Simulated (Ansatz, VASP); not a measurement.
**One calculation of PbSe (Clausthalite), two programs**

```xyz
2
Lattice="0.0000 3.0193 3.0193 3.0193 0.0000 3.0193 3.0193 3.0193 0.0000" Properties=species:S:1:pos:R:3 pbc="T T T"
Pb    0.0000    0.0000    0.0000
Se    3.0193    3.0193    3.0193
```

Alike in both runs: task single point; functional PBEsol; k mesh 8 × 8 × 8; occupations fermi-dirac, width 0.05 eV; no spin polarisation.

```csv
,VASP,Ansatz
version,VASP 6.6.1,Ansatz 0.2.0
potentials or method,"VASP PAW PBE potentials, release 64 (Pb_d, Se)",Ansatz PAW
plane-wave cutoff (eV),520,420
valence electrons in the cell,20,30
```

```tsv
	VASP	Ansatz	Ansatz less VASP
gap on the k mesh at the Fermi level (eV)	0.06	0.06	-0.004
least direct gap on the mesh (eV)	0.06	0.06	-0.004
pressure (GPa)	1.8	1.8	0.00
```

The two sets of potentials don't hold the same shells in valence.

Caveats: spin-orbit coupling is left out, which as a rule narrows the gap of such compounds by several tenths of an eV; the PAW data sets were made with another functional, which shifts forces and pressure a little (VASP); the PAW data sets come from PBE, with cores solved anew for the run's functional, which leaves a small shift of forces and pressure (Ansatz).
